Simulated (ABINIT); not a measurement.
Write the native input for ABINIT 10.8.3 (patched build) that does the following.

| Quantity | Value |
| --- | --- |
| Task | band structure |
| Functional | PBEsol |
| Potentials or basis | JTH PAW PBE v2.0 |
| Cutoff | 463 eV |
| k mesh | 11 × 11 × 6 |
| Occupations | fermi-dirac, width 0.05 eV |
| Spin | no spin polarisation |
| Fine-grid cutoff | 925.187 eV |
| Exchange and correlation inside the PAW spheres | full angular mesh (pawxcdev 0, this build's default; the released program takes 1) |

Crystal: Re.

```
Re
1.0
     2.76080    0.00000    0.00000
    -1.38040    2.39092    0.00000
     0.00000    0.00000    4.45820
Re
2
Direct
  0.66667 0.33333 0.75000
  0.33333 0.66667 0.25000
```

One way to write it, as run:

run.abi

```
# Datasets: ground state, then fixed potential
ndtset 2

# Pseudopotentials
pp_dirpath "./"
pseudos "Re.GGA_PBE-JTH.xml"

# Structure
acell 3*1.0 Angstrom
rprim
     2.7608000000     0.0000000000     0.0000000000
    -1.3804000000     2.3909229348     0.0000000000
     0.0000000000     0.0000000000     4.4582000000
ntypat 1
znucl 75
natom 2
typat 1 1
xred
     0.6666666667     0.3333333333     0.7500000000
     0.3333333333     0.6666666667     0.2500000000

# Plane-wave basis
ecut 17.0
pawecutdg 34.0

# Exchange and correlation
ixc -116133

# Bands and occupations
occopt 3
tsmear 0.00183747

# SCF cycle
nstep 100

# Output
iomode 3
prtwf 0
prteig 0
prtebands 0
enunit 1
prtden1 1
prtvha1 1
prtvclmb1 1
prtpot1 1

# Dataset 1
kptopt1 1
ngkpt1 11 11 6
nshiftk1 1
shiftk1 0.0 0.0 0.0
nband1 19
tolvrs1 1.0e-9

# Dataset 2: bands along G-M-K-G-A-L-H-A
iscf2 -2
getden2 1
nband2 23
nbdbuf2 2
tolwfr2 1.0e-12
kptopt2 -7
ndivsm2 6
prteig2 1
kptbounds2
     0.0000000000     0.0000000000     0.0000000000
     0.5000000000     0.0000000000     0.0000000000
     0.3333333333     0.3333333333     0.0000000000
     0.0000000000     0.0000000000     0.0000000000
     0.0000000000     0.0000000000     0.5000000000
     0.5000000000     0.0000000000     0.5000000000
     0.3333333333     0.3333333333     0.5000000000
     0.0000000000     0.0000000000     0.5000000000
```

Potentials or basis: JTH PAW PBE v2.0.

Run with:

```bash
$ abinit run.abi > log 2>&1
```

It gave:

- Band gap on the k mesh: none (metal or under the smearing width)
- Valence electrons inside the program's atomic spheres: Re 12.11 (radii [1.1719] Å)

Caveat: spin-orbit coupling is left out, which moves the levels of the heavy elements.

It took 32 s on 1 thread of Arm Neoverse V2, on a shared host, peak memory 0.12 GiB.
